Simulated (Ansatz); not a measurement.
## TaN: strain energy, fitted

TaN, P6/mmm, a = 5.205 Å, c = 2.904 Å. This isn't the usual stable structure of the compound. Ansatz: PBEsol, PAW, 420 eV, Γ-centred 12×12×12 mesh on 6 atoms, Gaussian smearing 0.10 eV; no spin polarisation. Series: biaxial strain in the a-b plane, c and atoms relaxed; x is the strain in per cent. y is the free energy over the unstrained cell, V0 = 11.355 Å³/atom.

```tsv
x (%)	y (meV/atom)
-6.0	?
-4.0	59.49
-2.0	14.79
0.0	0.00
2.0	14.23
4.0	55.28
6.0	120.45
```

Task: Fit y = c2 x² + c3 x³ to the other rows, turn c2 into a modulus, and predict the missing energy.

Result: Least squares on the rows shown. y = 3.5769 x² − 0.037664 x³. In eV per unit strain² c2 is 35.77; M is the biaxial modulus (E = M V0 ε²): 35.77 × 160.2 / (11.355) = 505 GPa. At x = -6.0 the fit asked for gives 136.90 meV/atom. The run gave 131.89 meV/atom, so the fit is 5.01 meV/atom too high, 3.8 % of the span of the series, against an rms of 0.26 meV/atom on the fitted rows. The row lies outside the fitted range. With a term in x⁴ added, a fit to the same known rows predicts 134.59 meV/atom, which recovers part of the miss; the known rows don't hold the rest.

Spin–orbit coupling is left out, which can shift energies with elements as heavy as these.